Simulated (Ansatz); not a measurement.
# TaN: the cost of one run

Computed with Ansatz 0.2.0 (DFT PBEsol, scalar-relativistic, plane waves, PAW, unless a step's input says otherwise).

16 further runs of the same task are left out: 16 set aside as unsound or not needed.

## (1) The system as given

Symmetry: Fm-3m, No. 225, cubic system. Conventional cell: a = 4.375 Å, b = 4.375 Å, c = 4.375 Å, α = 90.00°, β = 90.00°, γ = 90.00°. Ta (site symmetry m-3m) has 6 N at 2.19 Å as nearest neighbours. Around N (site symmetry m-3m) lie 6 Ta at 2.19 Å.

Coordinates:

```
Ta N
1.0
     0.00000    2.18744    2.18744
     2.18744    0.00000    2.18744
     2.18744    2.18744    0.00000
Ta N
1 1
Direct
  0.50000 0.50000 0.50000
  0.00000 0.00000 0.00000
```

It is the result of an earlier relaxation at this level (volume 10.47 Å³/atom; gap on the mesh: none (metal)).

## (2) What is varied

The energy is mapped over volume and the cell's shape.

First coordinate, volume per atom: 7 values from 9.629 to 11.304 Å³. Second coordinate, length along [111] over the lengths across it, relative to the cubic cell: 7 values from 0.834 to 1.200.

Nothing else is relaxed (symmetry fixes all fractional coordinates). Energies count from the relaxed crystal. Points are written as (first, second).

## (3) The run at (10.467 Å³, 0.886)

input.yaml reads:

```yaml
crystal:
  lattice:
    - [-0.1735653234, 2.1041948265, 2.1041948265]
    - [2.1041948265, -0.1735653234, 2.1041948265]
    - [2.1041948265, 2.1041948265, -0.1735653234]
  atoms:
    - { symbol: Ta, position: [0.5, 0.5, 0.5] }
    - { symbol: "N", position: [0.0, 0.0, 0.0] }
basis:
  ecutwfc: 520.0
kpoints:
  mp_grid: { grid: [20, 20, 20] }
hamiltonian:
  xc: pbesol
  pseudopotentials: { kind: paw, azcp: { folder: soft_1 } }
scf:
  occupations: { method: gaussian, width: 0.15 }
output:
  forces: true
  stress: true
  eigenvalues: true
```

Command:

```sh
$ ansatz run input.yaml --threads 1 --pin off --max-ram 2048MiB --backend cpu --events-out ev --progress --plain --runs-dir out
```

**Question.** How long does this run take on 1 thread of AMD EPYC 9R45 (Zen 5), shared host, and how much memory does it need?

About 5.7 s, with a peak of 0.59 GiB.
